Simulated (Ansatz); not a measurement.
# CsI: the cost of one run

Computed with Ansatz 0.2.0 (DFT PBE, scalar-relativistic, plane waves, PAW, unless a step's input says otherwise).

1 further run of the same task is left out (set aside as unsound or not needed).

### 1 The system as given

It takes space group Pm-3m (No. 221, cubic). The conventional cell has a = 4.666 Å, b = 4.666 Å, c = 4.666 Å, α = 90.00°, β = 90.00°, γ = 90.00°. Around Cs (site symmetry m-3m) lie 8 I at 4.04 Å. Around I (site symmetry m-3m) lie 8 Cs at 4.04 Å.

Coordinates:

```cif
data_structure
_symmetry_space_group_name_H-M 'P 1'
_symmetry_Int_Tables_number 1
_cell_length_a 4.6660
_cell_length_b 4.6660
_cell_length_c 4.6660
_cell_angle_alpha 90.000
_cell_angle_beta 90.000
_cell_angle_gamma 90.000
_cell_volume 101.59
loop_
_atom_site_label
_atom_site_type_symbol
_atom_site_fract_x
_atom_site_fract_y
_atom_site_fract_z
_atom_site_occupancy
Cs1 Cs 0.00000 0.00000 0.00000 1
I1 I 0.50000 0.50000 0.50000 1
```

It is the result of an earlier relaxation at this level (volume 50.79 Å³/atom; gap on the mesh: 3.69 eV).

### 2 Bands, states and charges

input.yaml reads:

```yaml
crystal:
  lattice:
    - [4.6660155511, 0.0, 0.0]
    - [0.0, 4.6660155511, 0.0]
    - [0.0, 0.0, 4.6660155511]
  atoms:
    - { symbol: Cs, position: [0.0, 0.0, 0.0] }
    - { symbol: I, position: [0.5, 0.5, 0.5] }
basis:
  ecutwfc: 420
kpoints:
  mp_grid: { grid: [6, 6, 6] }
  band_path:
    path:
      - [[0.0, 0.0, 0.0], [0.0, 0.5, 0.0], [0.5, 0.5, 0.0], [0.0, 0.0, 0.0], [0.5, 0.5, 0.5], [0.0, 0.5, 0.0]]
      - [[0.5, 0.5, 0.5], [0.5, 0.5, 0.0]]
    npoints: 14
hamiltonian:
  xc: pbe
scf:
  occupations: { method: gaussian, width: 0.02 }
  n_extra_bands: 6
output:
  forces: true
  stress: true
  eigenvalues: true
  populations: true
  dos: { projected: true, de: 0.02, nscf_kmesh: { grid: [9, 9, 9] } }
  bader: true
  write_density: true
  write_potential: true
  elf: true
  volumetric_format: npy
```

Run with:

```bash
$ ansatz run input.yaml --threads 1 --pin off --max-ram 2560MiB --backend cpu --events-out ev --progress --plain --runs-dir out
```

Q: Estimate wall time and peak memory on 1 thread of Arm Neoverse V1, shared host.

About 15 s, with a peak of 0.36 GiB.
